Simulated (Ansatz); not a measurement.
Calculated with Ansatz: SnS2, relaxation

Input:

```yaml
crystal:
  lattice:
    - [3.65305329, 0.0, 0.0]
    - [-1.82652665, 3.16364052, 0.0]
    - [0.0, 0.0, 5.89066137]
  atoms:
    - { symbol: Sn, position: [0.0, 0.0, 0.0] }
    - { symbol: S, position: [0.33333, 0.66667, 0.25] }
    - { symbol: S, position: [0.66667, 0.33333, 0.75] }
  symmetry: { tolerance: 0.0003 }
kpoints:
  mp_grid: { grid: [6, 6, 3], shift: [0, 0, 0] }
magnetization:
  noncollinear: true
  spin_orbit: true
scf:
  occupations: { method: gaussian, width: 0.033 }
  lower_state_search: "off"
hamiltonian:
  pseudopotentials: { kind: paw_fr }
  xc: pbe
basis:
  ecutwfc: 420
  fft_grid_basis: typed
relax:
  max_steps: 40
  cell: { p_target: 0.0 }
output:
  forces: true
  stress: true
  eigenvalues: true
  bader: true
  populations: true
  elf: true
  write_potential: true
  volumetric_format: npy
  dos:
    e_range: [-12, 8]
    de: 0.05
    projected: { site_lists: { S: [S], Sn: [Sn] } }
    method: { smearing: { sigma: 0.1, scheme: gaussian } }
checkpoint:
  read: saved_state
```

Launch command:

```bash
ansatz run input.yaml --threads 2 --pin off --max-ram 3584MiB --backend cpu --events-out ev --progress --plain --runs-dir out
```

Origin of the cell: a database entry, scaled a little.

The saved state is a converged single point of the same cell.

Steps («new basis» is an SCF on plane waves selected anew at the same cell):

```csv
step,ΔF (meV/atom),max force component (eV/Å),P (GPa),volume (Å³),SCF iterations,step was
1,0.0,0.114,3.27,68.08,5,accepted
2,-7.2,0.301,-0.19,76.43,6,accepted
3,-17.6,0.036,-0.31,74.99,6,accepted
4,-19.6,0.029,0.11,75.53,4,accepted
5,-20.7,0.022,0.03,77.13,5,accepted
6,-21.2,0.015,0.09,78.98,6,accepted
7,-21.2,0.001,0.01,79.34,4,accepted
8,-22.9,0.003,0.04,79.34,6,new basis
9,-23.1,0.009,0.06,80.73,6,accepted
10,-23.1,0.003,0.03,82.05,6,accepted
11,-23.1,0.003,0.00,82.57,7,accepted
12,-23.1,0.002,0.00,82.69,7,accepted
13,-23.4,0.003,0.00,82.69,5,new basis
```

Step 1, with forces in eV/Å:

```xyz
3
Lattice="3.653 0.000 0.000 -1.827 3.164 0.000 0.000 0.000 5.891" Properties=species:S:1:pos:R:3:forces:R:3 pbc="T T T" step=1
Sn    0.000    0.000    0.000    0.000    0.000    0.000
S     0.000    2.109    1.473    0.000    0.000    0.114
S     1.827    1.055    4.418    0.000    0.000   -0.114
```

Step 2, with forces in eV/Å:

```xyz
3
Lattice="3.780 0.000 0.000 -1.890 3.273 0.000 0.000 0.000 6.177" Properties=species:S:1:pos:R:3:forces:R:3 pbc="T T T" step=2
Sn    0.000    0.000    0.000    0.000    0.000    0.000
S     0.000    2.182    1.416    0.000    0.000    0.301
S     1.890    1.091    4.761    0.000    0.000   -0.301
```

Step 3, with forces in eV/Å:

```xyz
3
Lattice="3.728 0.000 0.000 -1.864 3.228 0.000 0.000 0.000 6.231" Properties=species:S:1:pos:R:3:forces:R:3 pbc="T T T" step=3
Sn    0.000    0.000    0.000    0.000    0.000    0.000
S     0.000    2.152    1.469    0.000    0.000   -0.036
S     1.864    1.076    4.763    0.000    0.000    0.036
```

Step 4, with forces in eV/Å:

```xyz
3
Lattice="3.707 0.000 0.000 -1.854 3.210 0.000 0.000 0.000 6.346" Properties=species:S:1:pos:R:3:forces:R:3 pbc="T T T" step=4
Sn    0.000    0.000    0.000    0.000    0.000    0.000
S     0.000    2.140    1.476    0.000    0.000   -0.029
S     1.854    1.070    4.870    0.000    0.000    0.029
```

Step 5, with forces in eV/Å:

```xyz
3
Lattice="3.706 0.000 0.000 -1.853 3.209 0.000 0.000 0.000 6.485" Properties=species:S:1:pos:R:3:forces:R:3 pbc="T T T" step=5
Sn    0.000    0.000    0.000    0.000    0.000    0.000
S     0.000    2.140    1.477    0.000    0.000   -0.022
S     1.853    1.070    5.008    0.000    0.000    0.022
```

Step 6, with forces in eV/Å:

```xyz
3
Lattice="3.705 0.000 0.000 -1.852 3.209 0.000 0.000 0.000 6.644" Properties=species:S:1:pos:R:3:forces:R:3 pbc="T T T" step=6
Sn    0.000    0.000    0.000    0.000    0.000    0.000
S     0.000    2.139    1.474    0.000    0.000    0.015
S     1.852    1.070    5.170    0.000    0.000   -0.015
```

Step 13, with forces in eV/Å:

```xyz
3
Lattice="3.703 0.000 0.000 -1.852 3.207 0.000 0.000 0.000 6.962" Properties=species:S:1:pos:R:3:forces:R:3 pbc="T T T" step=13
Sn    0.000    0.000    0.000    0.000    0.000    0.000
S     0.000    2.138    1.477    0.000    0.000   -0.003
S     1.852    1.069    5.485    0.000    0.000    0.003
```

| Property | Result |
| --- | --- |
| Free energy lowered by | 23.4 meV/atom |
| Volume change | 21.46 % |
| Final pressure | 0.00 GPa |
| Relaxation steps listed | 13 |

Caveats: no dispersion correction, so spacings can come out too large where layers or molecules are weakly bound; the relaxation held the start's symmetry, so the end may be a saddle point.

It ran for 27 s on 2 threads of AMD EPYC 9R45 96-Core Processor (Zen 5), with other jobs on the host, peak memory 0.59 GiB, from a saved density.
